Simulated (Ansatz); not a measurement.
# Σ3 (112) boundary in bcc W with Al (substitutional): structure and resistance, part 2 of 2

How much does the Σ3 (112) boundary in bcc W with Al (substitutional) reflect electrons?

Ansatz 0.2.0; Ansatz plane-wave DFT, PBE, PAW files; relaxation of a bicrystal slab with its lowest layers held; PAW set soft_1 (the session's first sound run).

So far. Step 2 (Relaxing the bicrystal): The largest force component on a free atom ends at 0.027 eV/Å, under the tolerance of 0.03, after 12 steps.

## Step 3: Transmission across the boundary

Bulk layers of each grain are laid under and over the relaxed boundary, and a lead is named in the middle of each, away from the free faces. The mesh across the current, 22×14, is finer than the density's, because channels open and close sharply across the zone. Energies from -0.1 to 0.1 eV in steps of 0.05 eV are too few for the program's thermal sum, so it prints no conductance; for a metal the transmission near the Fermi level serves, at a fraction of the cost.

This step: Ansatz plane-wave DFT, PBE, PAW files; ballistic transport by layer matching (Landauer), zero bias; boundary relaxed in a short slab, bulk layers laid on; PAW set soft_1 (Ansatz 0.2.0).

System of this step: Σ3 (112) boundary in bcc W with Al (substitutional). The cell holds 34 atoms: 33 W and 1 Al. Its edges and angles: a = 2.741 Å, b = 4.476 Å, c = 50.698 Å, α = 90.0°, β = 90.0°, γ = 90.0°. It derives from W. Regions: lower grain, 14 atoms (14 W); boundary, 9 atoms (8 W and 1 Al); upper grain, 11 atoms (11 W). Vacuum lies along c.

The input, input.yaml:

```yaml
crystal:
  lattice:
    - [2.7407971979, 0.0, 0.0]
    - [0.0, 4.4757030822, 0.0]
    - [0.0, 0.0, 50.6976095039]
  atoms:
    - { symbol: W, position: [-6.0000000002, -9.0, 0.0788991836] }
    - { symbol: W, position: [-5.6666666669, -8.5, 0.104384097] }
    - { symbol: W, position: [-5.3333333335, -8.0, 0.1298690105] }
    - { symbol: W, position: [-5.0000000002, -7.5, 0.1553539239] }
    - { symbol: W, position: [-4.6666666669, -7.0, 0.1808388373] }
    - { symbol: W, position: [-4.3333333335, -6.5, 0.2063237508] }
    - { symbol: W, position: [-4.0000000002, -6.0, 0.2318086642] }
    - { symbol: W, position: [-3.6666666668, -5.5, 0.2572935777] }
    - { symbol: W, position: [-3.3333333335, -5.0, 0.2827784911] }
    - { symbol: W, position: [-3.0000000001, -4.5, 0.3082634045] }
    - { symbol: W, position: [-2.6666666668, -4.0, 0.333748318] }
    - { symbol: W, position: [-2.3333333334, -3.5, 0.3592332314] }
    - { symbol: W, position: [-2.0000000001, -3.0, 0.3847181448] }
    - { symbol: W, position: [-1.6666666667, -2.5, 0.4102030583] }
    - { symbol: W, position: [0.6666666666, 0.0, 0.4356879717] }
    - { symbol: W, position: [0.9961006634, 0.5, 0.4609529116] }
    - { symbol: W, position: [0.3344723316, 0.0, 0.4870338927] }
    - { symbol: W, position: [0.6521927761, 0.5, 0.5134589466] }
    - { symbol: Al, position: [0.2149087855, 0.0, 0.539114525] }
    - { symbol: W, position: [0.9446627363, 0.5, 0.5650056997] }
    - { symbol: W, position: [0.6335973383, 0.0, 0.5897487756] }
    - { symbol: W, position: [1.290650105, 0.5, 0.616136217] }
    - { symbol: W, position: [0.9616833807, 0.0, 0.6407667686] }
    - { symbol: W, position: [-1.3716499526, -2.5, 0.666251682] }
    - { symbol: W, position: [-1.704983286, -3.0, 0.6917365955] }
    - { symbol: W, position: [-2.0383166193, -3.5, 0.7172215089] }
    - { symbol: W, position: [-2.3716499527, -4.0, 0.7427064223] }
    - { symbol: W, position: [-2.704983286, -4.5, 0.7681913358] }
    - { symbol: W, position: [-3.0383166194, -5.0, 0.7936762492] }
    - { symbol: W, position: [-3.3716499527, -5.5, 0.8191611627] }
    - { symbol: W, position: [-3.704983286, -6.0, 0.8446460761] }
    - { symbol: W, position: [-4.0383166194, -6.5, 0.8701309895] }
    - { symbol: W, position: [-4.3716499527, -7.0, 0.895615903] }
    - { symbol: W, position: [-4.7049832861, -7.5, 0.9211008164] }
kpoints:
  mp_grid: { grid: [9, 6, 1] }
hamiltonian:
  xc: pbe
  pseudopotentials: { kind: paw, azcp: { folder: soft_1 } }
scf:
  occupations: { method: fermi_dirac, width: 0.1 }
output:
  transmission:
    leads: [[8, 9], [27, 28]]
    kmesh: [22, 14]
    e_range: [-0.1, 0.1]
    de: 0.05
  write_potential: true
  write_density: true
  volumetric_format: npy
  elf: true
```

The run is started by

```bash
ansatz run input.yaml --threads 4 --pin off --max-ram 15360MiB --backend cpu --events-out ev --progress --plain --runs-dir out
```

Numbers of over 12 decimals in the logs are rounded to 6 here.

The program printed:

```text
[...]
Crystal: 34 atoms, lattice volume = 621.907 Å³
Basis set: ecut = 420 eV, 12263 PW (Γ)
Bands: 279, of which v1, the nominal top of the filled ones, is band 233 counted from 1 (232 counted from 0)
Symmetry: 2 space group operations
[...]
k-points: 20 of 54 (time reversal used)
[...]
SCF iter   1: F=—  HF=-343277.208227 eV  |F-HF|=—  |Δ(HF+E_count)|=         —  Δρ=6.13e-2  dr2=3.29e2  ethr=3.10e-3  ⟨swp⟩=7.4  Hψ=23380  notcnv=0
[...]
SCF iter  12: F=-343267.329743 eV  HF=-343267.329743 eV  |F-HF|=1.05e-9  |Δ(HF+E_count)|=   2.92e-8  Δρ=8.37e-7  dr2=6.89e-9  ethr=2.15e-11  ⟨swp⟩=16.1  Hψ=18076  notcnv=0
SCF 1 converged in 12 iterations: F = -343267.329743 eV  dr2 = 6.89e-9
[...]
transmission: 375 of 3744 steps passed
transmission: 749 of 3744 steps passed
[...]
transmission: 3744 of 3744 steps passed
WARN: The output density's exchange-correlation potential varies sharply where the density is thin. Do not read a vacuum level from v_tot or v_xc, or from such a field of the output density. On a cell that repeats whose density bears no net charge and no dipole along the vacuum's axis use v_es (v_loc + v_h of the components); under efield.dipole_correction with no amplitude use v_es + v_field, which holds any externa [...]
SCF converged after 12 iterations
Free energy (F): -343267.329743 eV
[...]
Internal energy: -343266.801270 eV  (E = F + TS)
E sigma→0 (E₀):  -343267.065506 eV
Entropy (-TS):   -0.528473 eV (-15.543 meV/atom)
Fermi energy:    18.495579 eV
[...]
--- Band table (eV; the first three rows and the last of 20) ---
  k-point 0: bands = [... 229 lower, 17.6905, 17.8069, 18.0681, 18.0864, 18.2696, 18.3346, 18.4883, 18.7726, ... 42 higher]
  k-point 1: bands = [... 229 lower, 17.7133, 17.7738, 17.9160, 18.0158, 18.0625, 18.1526, 18.3355, 18.5261, ... 42 higher]
  k-point 2: bands = [... 229 lower, 18.1507, 18.4090, 18.4196, 18.5975, 18.7082, 18.8081, 19.0658, 19.2184, ... 42 higher]
  k-point 19: bands = [... 229 lower, 18.6346, 18.6989, 18.7578, 18.8497, 18.8738, 18.9526, 19.0316, 19.1902, ... 42 higher]
--- Transmission ---
  basis      : 107 plane waves across, 39 finite elements along
  points     : 96, standing for a mesh of 22 x 14
  energies   : 5 from -0.100000 to 0.100000 eV about the Fermi level, 0.050000 eV apart; the leads are filled to 0.000000 eV, and channels, transmission and decay are at 0.000000 eV
  crystal 0  : W2, at the sites [8, 9], period 2.5840 Å, over 19.38 Å; its Hamiltonian steps by up to 5.7 meV
    offset         : up to 0.0000 Å between an atom of the period and one for which it stands
    channels       : 1.441558e0 a spin
    conductance    : none, the energies end too early or step too widely for 300 K: set another output.transmission.e_range or a lower de, or, where they end at an eighth of basis.ecutwfc, a higher one
    slowest decay  : 0.0584 /Å at (0.2273, 0.2143)
[...]
channels       : 1.428571e0 a spin
[...]
slowest decay  : 0.0672 /Å at (0.2273, 0.2143)
  junction   : crystal 0 to crystal 1, 13.69 to 38.30 Å
    transmission   : 6.040864e-1 a spin
[...]
```

It took 9.1 min on 4 threads of Arm Neoverse V1, shared host; peak memory 5.5 GiB.

This step gave:

| Item | Value |
| --- | --- |
| free energy | -343267.3297 eV |
| energy at zero smearing | -343267.0655 eV |
| Fermi energy | 18.50 eV |
| cell area | 12.27 Å² |
| transmission per spin nearest the Fermi level | 0.6041 |
| open channels per spin nearest the Fermi level | 1.442 |
| open channels per spin, upper lead | 1.429 |
| step of the lead's potential | 5.7 meV |
| step of the upper lead's potential | 16.1 meV |

Per spin. The transmission, zone mean by energy, zero at the Fermi level:

| energy (eV) | transmission, zone mean |
| --- | --- |
| -0.1000 | 0.587 |
| -0.0500 | 0.606 |
| 0.0000 | 0.604 |
| 0.0500 | 0.605 |
| 0.1000 | 0.569 |

Per spin. Table of open channels, zone mean by energy, zero at the Fermi level:

| energy (eV) | lead | upper lead |
| --- | --- | --- |
| -0.1000 | 1.44 | 1.42 |
| -0.0500 | 1.42 | 1.42 |
| 0.0000 | 1.44 | 1.43 |
| 0.0500 | 1.47 | 1.48 |
| 0.1000 | 1.51 | 1.51 |

Transmission over k1 and k2. At 0.0000 eV from the Fermi level.

Ten even steps from '_' (0.00) to '@' (1.57):
```
##%%==..====++@@%%__==++==__%%@@++====..==%%
%%++..++******++::__......__::++******++..++
--::==******..++==::--==--::==++..******==::
::--++++++::__..................__::++++++--
--==----::..**++..__________..++**..::----==
****____..++++==::__------__::==++++..____**
::::..__..++----::__------__::----++..__..::
****____..++++==::__------__::==++++..____**
--==----::..**++..__________..++**..::----==
::--++++++::__..................__::++++++--
--::==******..++==::--==--::==++..******==::
%%++..++******++::__......__::++******++..++
##%%==..====++@@%%__==++==__%%@@++====..==%%
==**++__##==++%%@@__##%%##__@@%%++==##__++**
```
Columns: k1 (b1) from -0.5 to 0.455; rows upwards: k2 (b2) from -0.5 to 0.429.

Open channels over k1 and k2. At 0.0000 eV from the Fermi level.

Values, 14 rows by 16 columns, each cell a mean:
```
3.00 2.45 1.27 2.00 2.00 2.00 1.55 1.73 2.00 1.45 1.82 2.00 2.00 1.82 1.45 2.73
2.73 1.45 1.09 2.00 2.00 1.27 1.09 0.73 1.73 0.45 1.55 1.36 2.00 1.82 1.00 1.73
1.00 1.00 1.00 1.36 1.36 1.91 1.55 1.00 1.00 1.00 1.82 1.64 1.64 1.09 1.00 1.00
1.00 1.00 1.00 1.00 0.36 0.91 1.00 1.00 1.00 1.00 1.00 0.64 0.64 1.00 1.00 1.00
1.00 1.00 1.00 1.00 1.00 1.73 1.00 1.00 1.00 1.00 1.09 1.64 1.00 1.00 1.00 1.00
2.00 1.45 1.09 2.00 1.36 1.91 1.55 1.73 2.00 1.45 1.82 1.64 1.64 1.82 1.00 1.73
2.00 2.00 1.27 2.00 1.36 1.91 2.00 2.00 2.00 2.00 2.00 1.64 1.64 1.82 1.45 2.00
2.00 1.45 1.09 2.00 1.36 1.91 1.55 1.73 2.00 1.45 1.82 1.64 1.64 1.82 1.00 1.73
1.00 1.00 1.00 1.00 1.00 1.73 1.00 1.00 1.00 1.00 1.09 1.64 1.00 1.00 1.00 1.00
1.00 1.00 1.00 1.00 0.36 0.91 1.00 1.00 1.00 1.00 1.00 0.64 0.64 1.00 1.00 1.00
1.00 1.00 1.00 1.36 1.36 1.91 1.55 1.00 1.00 1.00 1.82 1.64 1.64 1.09 1.00 1.00
2.73 1.45 1.09 2.00 2.00 1.27 1.09 0.73 1.73 0.45 1.55 1.36 2.00 1.82 1.00 1.73
3.00 2.45 1.27 2.00 2.00 2.00 1.55 1.73 2.00 1.45 1.82 2.00 2.00 1.82 1.45 2.73
2.00 2.00 0.55 2.00 2.00 2.00 1.09 1.45 2.00 0.91 1.64 2.00 2.00 1.64 0.91 2.00
```
Columns: k1 (b1) from -0.5 to 0.455; rows upwards: k2 (b2) from -0.5 to 0.429.

Valence density in the ca plane at fractional y = 0.000, with atoms of W and Al within 0.2 Å of it. It is the smooth field of the valence electrons, not physical close to the nuclei.

Ten even steps from '0' (0.1 e/Å³) to '9' (5.6 e/Å³), each cell a mean:
```
16995100255200000000000000000024310038994100
03552001699510000000000000000279720015762000
00110002799710012210000000000499940001210000
00000001599510026731000000000389830000000000
00000000133100159972000000000135310000000001
02331000011000159972000000000011100001210002
15884000000000037741000000000000000014762001
28996100011000002210000000000000000038994100
```
Columns run along c (16.0 Å, from fractional 0.37 to 0.68 of the cell), rows up along a (2.7 Å). Atoms in or near the plane, at fractional coordinates: W at (0.38, 0.00), W at (0.44, 0.67), W at (0.49, 0.33), Al at (0.54, 0.21), W at (0.59, 0.63), W at (0.64, 0.96).

Electrostatic potential energy in the ca plane at fractional y = 0.000, with atoms of W and Al within 0.2 Å of it. With pseudopotentials it is smooth inside the atoms' cores, unlike the true potential.

Ten even steps from '0' (-28 eV) to '9' (19 eV), each cell a mean:
```
40001687311379998899998767999632368730001699
73114785100059998899999999998300038851003899
97567984000058974468999999997200027985347999
99889995100168730026998767897200027998889997
98778998522588610004897776798521269998889984
84235899877899610004886998689876689985457983
51002799988999730016886998699998999851004885
40000599866899964358997676799987899830001687
```
Columns run along c (16.0 Å, from fractional 0.37 to 0.68 of the cell; values clipped at the 3rd and 97th percentile), rows up along a (2.7 Å). Atoms in or near the plane, at fractional coordinates: W at (0.38, 0.00), W at (0.44, 0.67), W at (0.49, 0.33), Al at (0.54, 0.21), W at (0.59, 0.63), W at (0.64, 0.96).

ELF in the ca plane at fractional y = 0.000, with atoms of W and Al within 0.2 Å of it. It is the smooth field of the valence electrons, not physical close to the nuclei.

Ten even steps from '0' (0.06) to '9' (0.69), each cell a mean:
```
48679443699514544444455446762268734479277345
16996345976833644444455567741588964459994255
33543435933954435631356666642871783534652343
54445632788944469972378545642795862554444531
53433441488534495385387101563489722544445534
35873244344354385396485020475345324324653436
59887246544454259984373020487544455238996445
69249444344234226742464002685334345368378443
```
Columns run along c (16.0 Å, from fractional 0.37 to 0.68 of the cell), rows up along a (2.7 Å). Atoms in or near the plane, at fractional coordinates: W at (0.38, 0.00), W at (0.44, 0.67), W at (0.49, 0.33), Al at (0.54, 0.21), W at (0.59, 0.63), W at (0.64, 0.96).

Over the solved energies the transmission per spin lies between 0.569 and 0.606, out of 1.46 channels of the lead on average (up to 1.51).

## Step 4: Specific resistance

This step: Ansatz plane-wave DFT, PBE, PAW files; ballistic transport by layer matching (Landauer), zero bias; specific resistance of the boundary; PAW set soft_1 (Ansatz 0.2.0).

This step gave:

* area resistance: 1.576 fΩ m²
* T over the leads' mean channel count: 0.4084

Averaged over the energies near the Fermi level, 40.8 % of the channels pass, which makes 1.58 fΩ m².

By hand, with T and the leads' channels N averaged over the energies near the Fermi level: RA = A (h/2e²)(1/T − ½[1/N₁ + 1/N₂]) = 12.27×10⁻²⁰ m² × 12 906 Ω × (1/0.5943 − ½[1/1.457 + 1/1.453]) = 1.58 fΩ m².

## Step 5: Results

| Property | Result |
| --- | --- |
| specific resistance of the boundary | 1.58 fΩ m² |
| share of channels that pass | 0.408 |

What this shows: The boundary has a specific resistance of 1.6 fΩ m². The boundary reflects 59 % of the channels; 1.6 fΩ m² is 16×10⁻¹² Ω·cm². That equals the resistance of 29 nm of bulk W at 300 K (measured 5.44 µΩ cm, CRC Handbook of Chemistry and Physics, 84th ed., 2003, Electrical Resistivity of Pure Metals). One Al in 12.3 Å² of boundary is a high coverage. In the relaxation the upper grain slid sideways by about 0.8 Å, so the result belongs to the position that it found, not to the starting one. Each plane of this narrow cell holds one atom, so the solute fills a whole plane. One starting structure was relaxed; another shift or atom count at the boundary may lie lower. Spin-orbit coupling is left out, which matters for W.

[Logs are printed without paths, hosts, clocks, repeated set-up lines and the standing remarks that a program may print on its own settings, such as how far it seeks lower states.]

[Hosts, paths, dates, database ids (printed as entryN), source tags and the programs' standing remarks are cut or masked in the printed files.]
